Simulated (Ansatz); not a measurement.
## Spin-resolved density of states of CoSi (Pm-3m)

The source of the geometry is a structure from the Materials Project; atoms and cell stay fixed.

Functional, mesh and filling: PBE, 14×14×14 k mesh, Fermi–Dirac smearing of 0.03 eV. LAPW is all-electron LAPW in Ansatz 0.2.0. Site moments are integrated in spheres about the atoms.

The run was typed so:

```yaml
crystal:
  lattice:
    - [2.781334, 0.0, 0.0]
    - [0.0, 2.781334, 0.0]
    - [0.0, 0.0, 2.781334]
  atoms:
    - { symbol: Co, position: [0.0, 0.0, 0.0], spin: 0.6 }
    - { symbol: Si, position: [0.5, 0.5, 0.5] }
magnetization:
  spin_polarized: true
kpoints:
  mp_grid: { grid: [14, 14, 14] }
scf:
  occupations: { method: fermi_dirac, width: 0.03 }
  lower_state_search: "off"
hamiltonian:
  xc: pbe
  pseudopotentials: { kind: all_electron, lapw: { basis_error: 0.0005 } }
output:
  forces: true
  stress: true
  eigenvalues: false
  populations: true
  dos: { projected: true, de: 0.1, e_range: [-8, 5] }
```

Command: `ansatz run input.yaml --threads 1 --pin off --max-ram 3072MiB --backend cpu --events-out ev --progress --plain --runs-dir out`

Density of states, smoothed by a Gaussian of 0.15 eV:

```json
{"E − E_F (eV)": "-7.00", "majority (states/eV/cell)": "0.22", "minority (states/eV/cell)": "0.21"}
{"E − E_F (eV)": "-6.70", "majority (states/eV/cell)": "0.26", "minority (states/eV/cell)": "0.24"}
{"E − E_F (eV)": "-6.40", "majority (states/eV/cell)": "0.33", "minority (states/eV/cell)": "0.29"}
{"E − E_F (eV)": "-6.10", "majority (states/eV/cell)": "0.55", "minority (states/eV/cell)": "0.41"}
{"E − E_F (eV)": "-5.80", "majority (states/eV/cell)": "0.72", "minority (states/eV/cell)": "0.69"}
{"E − E_F (eV)": "-5.50", "majority (states/eV/cell)": "0.56", "minority (states/eV/cell)": "0.58"}
{"E − E_F (eV)": "-5.20", "majority (states/eV/cell)": "0.59", "minority (states/eV/cell)": "0.54"}
{"E − E_F (eV)": "-4.90", "majority (states/eV/cell)": "0.61", "minority (states/eV/cell)": "0.53"}
{"E − E_F (eV)": "-4.60", "majority (states/eV/cell)": "0.63", "minority (states/eV/cell)": "0.50"}
{"E − E_F (eV)": "-4.30", "majority (states/eV/cell)": "0.72", "minority (states/eV/cell)": "0.49"}
{"E − E_F (eV)": "-4.00", "majority (states/eV/cell)": "0.61", "minority (states/eV/cell)": "0.49"}
{"E − E_F (eV)": "-3.70", "majority (states/eV/cell)": "0.53", "minority (states/eV/cell)": "0.53"}
{"E − E_F (eV)": "-3.40", "majority (states/eV/cell)": "0.74", "minority (states/eV/cell)": "0.49"}
{"E − E_F (eV)": "-3.10", "majority (states/eV/cell)": "1.25", "minority (states/eV/cell)": "0.40"}
{"E − E_F (eV)": "-2.80", "majority (states/eV/cell)": "1.56", "minority (states/eV/cell)": "0.73"}
{"E − E_F (eV)": "-2.50", "majority (states/eV/cell)": "2.19", "minority (states/eV/cell)": "1.99"}
{"E − E_F (eV)": "-2.20", "majority (states/eV/cell)": "2.00", "minority (states/eV/cell)": "2.14"}
{"E − E_F (eV)": "-1.90", "majority (states/eV/cell)": "1.27", "minority (states/eV/cell)": "2.05"}
{"E − E_F (eV)": "-1.60", "majority (states/eV/cell)": "0.60", "minority (states/eV/cell)": "1.63"}
{"E − E_F (eV)": "-1.30", "majority (states/eV/cell)": "0.30", "minority (states/eV/cell)": "0.89"}
{"E − E_F (eV)": "-1.00", "majority (states/eV/cell)": "0.93", "minority (states/eV/cell)": "0.26"}
{"E − E_F (eV)": "-0.70", "majority (states/eV/cell)": "0.91", "minority (states/eV/cell)": "0.15"}
{"E − E_F (eV)": "-0.40", "majority (states/eV/cell)": "0.53", "minority (states/eV/cell)": "0.11"}
{"E − E_F (eV)": "-0.10", "majority (states/eV/cell)": "0.37", "minority (states/eV/cell)": "0.88"}
{"E − E_F (eV)": "0.20", "majority (states/eV/cell)": "0.30", "minority (states/eV/cell)": "1.33"}
{"E − E_F (eV)": "0.50", "majority (states/eV/cell)": "0.25", "minority (states/eV/cell)": "0.60"}
{"E − E_F (eV)": "0.80", "majority (states/eV/cell)": "0.21", "minority (states/eV/cell)": "0.38"}
{"E − E_F (eV)": "1.10", "majority (states/eV/cell)": "0.28", "minority (states/eV/cell)": "0.27"}
{"E − E_F (eV)": "1.40", "majority (states/eV/cell)": "0.53", "minority (states/eV/cell)": "0.28"}
{"E − E_F (eV)": "1.70", "majority (states/eV/cell)": "0.58", "minority (states/eV/cell)": "0.49"}
{"E − E_F (eV)": "2.00", "majority (states/eV/cell)": "0.54", "minority (states/eV/cell)": "0.59"}
{"E − E_F (eV)": "2.30", "majority (states/eV/cell)": "0.47", "minority (states/eV/cell)": "0.57"}
{"E − E_F (eV)": "2.60", "majority (states/eV/cell)": "0.44", "minority (states/eV/cell)": "0.51"}
{"E − E_F (eV)": "2.90", "majority (states/eV/cell)": "0.44", "minority (states/eV/cell)": "0.49"}
{"E − E_F (eV)": "3.20", "majority (states/eV/cell)": "0.43", "minority (states/eV/cell)": "0.47"}
{"E − E_F (eV)": "3.50", "majority (states/eV/cell)": "0.44", "minority (states/eV/cell)": "0.45"}
{"E − E_F (eV)": "3.80", "majority (states/eV/cell)": "0.45", "minority (states/eV/cell)": "0.45"}
{"E − E_F (eV)": "4.10", "majority (states/eV/cell)": "0.44", "minority (states/eV/cell)": "0.47"}
{"E − E_F (eV)": "4.40", "majority (states/eV/cell)": "0.43", "minority (states/eV/cell)": "0.46"}
```

Question: What spin moment does the cell carry?

Answer: 0.64 μB. Site moments (μB): Co1 0.64, Si2 0.01.

Löwdin populations of d and f shells (filled inner shells left out):

```json
{"shell": "Co1 3d", "up": "4.35", "down": "3.74"}
```

The Ansatz runs typed with the search for lower states off end where their start leads. The magnetic state is the one that this cell and start allow. It needn't be the compound's measured order, which may need a larger cell or be absent.
